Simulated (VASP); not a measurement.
# ZrB2 (P6/mmm) in VASP: further runs, part 2 of 2

VASP 6.6.1. The steps go on from the part before.

## 3. Single point, BLYP+D3(BJ), collinear spin, typed start (atoms moved at random, drawn with an rms of 0.05 Å)

INCAR reads:

```
SYSTEM = ZrB2
PREC = Accurate
ENCUT = 520
EDIFF = 1E-6
ISMEAR = 0
SIGMA = 0.02
LREAL = .False.
LASPH = .True.
NELM = 150
ALGO = Normal
ISIF = 2
LWAVE = .False.
LCHARG = .False.
ISPIN = 2
MAGMOM = 0.5 0 0
LORBIT = 11
LMAXMIX = 4
GGA = B5
ALDAX = 1.0
AGGAX = 1.0
AGGAC = 1.0
ALDAC = 0.0
IVDW = 12
VDW_S6 = 1.0
VDW_S8 = 2.6996
VDW_A1 = 0.4298
VDW_A2 = 4.2359
NBANDS = 20
```

KPOINTS reads:

```
regular mesh
0
Gamma
  7 7 6
  0 0 0
```

POSCAR reads:

```
ZrB2
1.0
    3.1700000000      0.0000000000      0.0000000000
   -1.5850000000      2.7453005300      0.0000000000
    0.0000000000      0.0000000000      3.5330000000
Zr B
1 2
Direct
    0.0079510000     -0.0150670000     -0.0035040000
    0.6651040000      0.3308940000      0.5012830000
    0.3347790000      0.6721670000      0.5029050000
```

Potentials or basis: VASP PAW PBE potentials, release 64 (Zr_sv, B).

On the command line:

```sh
$ cat potpaw_PBE.64/Zr_sv/POTCAR potpaw_PBE.64/B/POTCAR > POTCAR
$ mpirun -np 1 vasp_std > vasp.out
```

OUTCAR:

```text
SYSTEM = ZrB2
   PREC = Accurate
   ENCUT = 520
   EDIFF = 1E-6
   ISMEAR = 0
   LREAL = .False.
   LASPH = .True.
   NELM = 150
   ISIF = 2
   ISPIN = 2
   LORBIT = 11
   GGA = B5
   IVDW = 12
 IVDW          = 12

 ion  position               nearest neighbor table
   1  0.008  0.985  0.996-   3 2.47   3 2.51   2 2.51   2 2.51   2 2.53   2 2.54   3 2.54   3 2.57
                             3 2.57   2 2.58   2 2.60   3 2.60
   2  0.665  0.331  0.501-   3 1.81   3 1.84   3 1.84   1 2.51   1 2.51   1 2.53   1 2.54   1 2.58
                             1 2.60
   3  0.335  0.672  0.503-   2 1.81   2 1.84   2 1.84   1 2.47   1 2.51   1 2.54   1 2.57   1 2.57
                             1 2.60

  LATTYP: Found a hexagonal cell.
 ALAT       =     3.1700000000
 C/A-ratio  =     1.1145110410

  Lattice vectors:

 A1 = (   3.1700000000,   0.0000000000,   0.0000000000)
 A2 = (  -1.5850000000,   2.7453005300,   0.0000000000)
 A3 = (   0.0000000000,   0.0000000000,   3.5330000000)

Analysis of symmetry for initial positions (statically):
=====================================================================
 Subroutine PRICEL returns:
 Original cell was already a primitive cell.

 Routine SETGRP: Setting up the symmetry group for a
 hexagonal supercell.

 Subroutine GETGRP returns: Found  1 space group operations
 (whereof  1 operations were pure point group operations)
 out of a pool of 24 trial point group operations.

The static configuration has the point symmetry C_1 .

Analysis of symmetry for dynamics (positions and initial velocities):
=====================================================================
 Subroutine PRICEL returns:
 Original cell was already a primitive cell.

 Routine SETGRP: Setting up the symmetry group for a
 hexagonal supercell.

 Subroutine GETGRP returns: Found  1 space group operations
 (whereof  1 operations were pure point group operations)
 out of a pool of 24 trial point group operations.

The dynamic configuration has the point symmetry C_1 .

Analysis of structural, dynamic, and magnetic symmetry:
=====================================================================
 Subroutine PRICEL returns:
 Original cell was already a primitive cell.

 Routine SETGRP: Setting up the symmetry group for a
 hexagonal supercell.

 Subroutine GETGRP returns: Found  1 space group operations
 (whereof  1 operations were pure point group operations)
 out of a pool of 24 trial point group operations.

The overall configuration has the point symmetry C_1 .

 Subroutine INISYM returns: Found  1 space group operations
 (whereof  1 operations are pure point group operations),
 and found     1 'primitive' translations

----------------------------------------------------------------------------------------

                                     Primitive cell

  volume of cell :      30.7463

  direct lattice vectors                    reciprocal lattice vectors
     3.170000000  0.000000000  0.000000000     0.315457413  0.182129422  0.000000000
    -1.585000000  2.745300530  0.000000000     0.000000000  0.364258845  0.000000000
     0.000000000  0.000000000  3.533000000     0.000000000  0.000000000  0.283045570

  length of vectors
     3.170000000  3.170000000  3.533000000     0.364258845  0.364258845  0.283045570

[... 81 lines left out ...]
   NELM   =    150;   NELMIN=  2; NELMDL= -5     # of ELM steps
   EDIFF  = 0.1E-05   stopping-criterion for ELM
   LREAL  =      F    real-space projection
   EDIFFG = 0.1E-04   stopping-criterion for IOM
   NSW    =      0    number of steps for IOM
   IBRION =     -1    ionic relax: 0-MD 1-quasi-New 2-CG
   NFREE  =      0    steps in history (QN), initial steepest desc. (CG)
   ISIF   =      2    stress and relaxation
   ISYM   =      2    0-nonsym 1-usesym 2-fastsym
   POTIM  = 0.5000    time-step for ionic-motion
   TEBEG  =    0.0;   TEEND  =   0.0 temperature during run
   PSTRESS=    0.0 pullay stress
   NELECT =      18.0000    total number of electrons
   NUPDOWN=      -1.0000    fix difference up-down
   EMIN   =  10.00;   EMAX   =-10.00  energy-range for DOS
   EFERMI =   0.00;   METHOD = LEGACY
   ISMEAR =     0;   SIGMA  =   0.02  broadening in eV -4-tet -1-fermi 0-gaus
   EFERMI_NEDOS =   21; number of points for ismear=-14 and -15
   IALGO  =     38    algorithm
   IMIX   =      4    mixing-type and parameters
     AMIX     =   0.40;   BMIX     =  1.00
     AMIX_MAG =   1.60;   BMIX_MAG =  1.00
  volume/ion in A,a.u.               =      10.25        69.16
  Fermi-wavevector in a.u.,A,eV,Ry     =   1.369519  2.588016 25.518847  1.875582
  Thomas-Fermi vector in A             =   2.495387
   LORBIT       =     11    0 simple, 1 ext, 2 COOP (PROOUT), +10 PAW based schemes
   GGA     = B5    functional components
   LHFCALC =     F    Hartree Fock is set to
   AEXX    =    0.0000 exact exchange contribution
   IVDW    =    12    specifies the selected vdW correction
   LEPSILON=     F    determine dielectric tensor
   LRPA    =     F    only Hartree local field effects (RPA)
 spin polarized calculation
 Gauss-broadening in eV      SIGMA  =   0.02
  energy-cutoff  :      520.00
  volume of cell :       30.75
 maximum number of plane-waves:       836
   NGX = 11   NGY = 11   NGZ = 13

 number of electron      18.0000000 magnetization      -0.0003715

 number of electron      18.0000000 magnetization       0.0000025

 Free energy of the ion-electron system (eV)
  ---------------------------------------------------
  ext. energy  EPLUGINS =         0.00000000
  ---------------------------------------------------
  free energy    TOTEN  =       -22.04905318 eV

  energy without entropy =      -22.04896230  energy(sigma->0) =      -22.04900774

 E-fermi :  10.8334     XC(G=0): -11.7926

 val. band max:       10.7547524305   @ k =  -0.1429  -0.4286   0.0000
 cond. band min:      10.8346230947   @ k =   0.4286   0.1429   0.0000
 fundamental gap:      0.0798706641
 Fermi energy:        10.8334374103

 spin component 1

 k-point     1 :       0.0000    0.0000    0.0000
  band No.  band energies     occupation
      1     -37.6791      1.00000
      2     -15.9381      1.00000
      3     -15.4001      1.00000
      4     -15.3967      1.00000
      5      -1.5889      1.00000
      6       8.2697      1.00000
[... 541 lines left out ...]
     19      25.1005      0.00000
     20      25.2318      0.00000

 [... further k-points ...]

 spin component 2

 k-point     1 :       0.0000    0.0000    0.0000
  band No.  band energies     occupation
      1     -37.6794      1.00000
      2     -15.9382      1.00000
      3     -15.4002      1.00000
      4     -15.3968      1.00000
      5      -1.5889      1.00000
      6       8.2697      1.00000
[... 541 lines left out ...]
     19      25.1004      0.00000
     20      25.2317      0.00000

 [... further k-points ...]

------------------------ aborting loop because EDIFF is reached ----------------------------------------

 Edisp (eV)   -2.68045

 E8    (eV) :    -1.9804

  FORCE on cell =-STRESS in cart. coord.  units (eV):
  Direction    XX          YY          ZZ          XY          YZ          ZX
  --------------------------------------------------------------------------------------
  -------------------------------------------------------------------------------------
  Total      -1.44988    -1.65900    -0.41774    -0.05512     0.04119    -0.04704
  in kB     -75.55289   -86.44993   -21.76826    -2.87203     2.14659    -2.45141
  external pressure =      -61.26 kB  Pullay stress =        0.00 kB

 VOLUME and BASIS-vectors are now :
 -----------------------------------------------------------------------------
  energy-cutoff  :      520.00
  volume of cell :       30.75
      direct lattice vectors                 reciprocal lattice vectors
     3.170000000  0.000000000  0.000000000     0.315457413  0.182129422  0.000000000
    -1.585000000  2.745300530  0.000000000     0.000000000  0.364258845  0.000000000
     0.000000000  0.000000000  3.533000000     0.000000000  0.000000000  0.283045570

 POSITION                                       TOTAL-FORCE (eV/Angst)
 -----------------------------------------------------------------------------------
     -1.53591      2.70394      3.52062        -0.649312      0.559821      0.279166
      1.58391      0.90840      1.77103         0.288941     -0.058937     -0.107827
     -0.00414      1.84530      1.77676         0.360371     -0.500884     -0.171339
 -----------------------------------------------------------------------------------
    total drift:                               -0.000053      0.000068      0.000103

  FREE ENERGIE OF THE ION-ELECTRON SYSTEM (eV)
  ---------------------------------------------------
  free  energy   TOTEN  =       -24.7295025560 eV

  energy  without entropy=      -24.7294116781  energy(sigma->0) =      -24.72945712

 total charge

# of ion       s       p       d       tot
------------------------------------------
    1        2.167   6.029   1.797   9.993
    2        0.670   1.263   0.000   1.933
    3        0.670   1.264   0.000   1.933
--------------------------------------------------
tot          3.506   8.556   1.797  13.859

 magnetization (x)

# of ion       s       p       d       tot
------------------------------------------
    1       -0.000   0.000  -0.000  -0.000
    2        0.000   0.000   0.000   0.000
    3        0.000   0.000   0.000   0.000
--------------------------------------------------
tot          0.000   0.000  -0.000   0.000
```

OSZICAR:

```text
N       E                     dE             d eps       ncg     rms          rms(c)
DAV:   1     0.107255205863E+03    0.10726E+03   -0.89366E+03 11856   0.869E+02
DAV:   2    -0.204561992997E+02   -0.12771E+03   -0.12220E+03 14204   0.255E+02
DAV:   3    -0.249958761060E+02   -0.45397E+01   -0.44812E+01 16828   0.400E+01
DAV:   4    -0.250660485024E+02   -0.70172E-01   -0.70066E-01 14228   0.440E+00
DAV:   5    -0.250668903060E+02   -0.84180E-03   -0.84177E-03 15496   0.389E-01    0.210E+01
DAV:   6    -0.220801436939E+02    0.29867E+01   -0.50235E+00 13648   0.137E+01    0.792E+00
DAV:   7    -0.220439277389E+02    0.36216E-01   -0.43332E-01 15192   0.379E+00    0.352E+00
DAV:   8    -0.220477568381E+02   -0.38291E-02   -0.51838E-02 14080   0.153E+00    0.202E+00
DAV:   9    -0.220491940512E+02   -0.14372E-02   -0.27873E-03 15684   0.417E-01    0.191E-01
DAV:  10    -0.220490513920E+02    0.14266E-03   -0.92014E-04 14396   0.203E-01    0.946E-02
DAV:  11    -0.220490410692E+02    0.10323E-04   -0.15640E-04 14728   0.873E-02    0.421E-02
DAV:  12    -0.220490534732E+02   -0.12404E-04   -0.31923E-05 13148   0.485E-02    0.105E-02
DAV:  13    -0.220490531793E+02    0.29386E-06   -0.18665E-06 12372   0.107E-02
   1 F= -.24729503E+02 E0= -.24729457E+02  d E =-.908779E-04  mag=    -0.0000
```

stdout:

```text
POSCAR found type information on POSCAR ZrB
 POSCAR found :  2 types and       3 ions
 scaLAPACK will be used
 -----------------------------------------------------------------------------
|                                                                             |
|                                                                             |
|     You enforced a specific xc type in the INCAR file but a different       |
|     I HOPE YOU KNOW WHAT YOU ARE DOING!                                     |
|                                                                             |
 -----------------------------------------------------------------------------

 LDA part: xc-table for (Slater(with rela. corr.)+VWN5), standard interpolation
 POSCAR, INCAR and KPOINTS ok, starting setup
 FFT: planning ... GRIDC
 FFT: planning ... GRID_SOFT
 FFT: planning ... GRID
 WAVECAR not read
 entering main loop
```

Wall time 62 s (1 thread of Intel Xeon 6975P-C (Granite Rapids), shared host); peak memory 0.26 GiB.

Results:

```yaml
Free_energy: -24.7295 eV
Pressure: -6.1 GPa
Largest_force: 0.902 eV/Å
Band_gap_on_the_k_mesh: none (metal or under the smearing width)
Net_moment: 0.00 μB per cell
Valence_electrons_inside_the_program's_atomic_spheres: Zr 9.99; B 1.93
Dispersion_energy_per_atom: -0.893 eV
```

Forces in eV/Å, atoms in the order of the input:
```
Zr  -0.649  0.560  0.279
B    0.289 -0.059 -0.108
B    0.360 -0.501 -0.171
```

Stress tensor (GPa, compression positive):
```
-7.56 -0.29 -0.25
-0.29 -8.64  0.21
-0.25  0.21 -2.18
```

Caveat: the PAW data sets were made with another functional, which shifts forces and pressure a little; pairwise dispersion overbinds metals, which lowers pressure and volume.
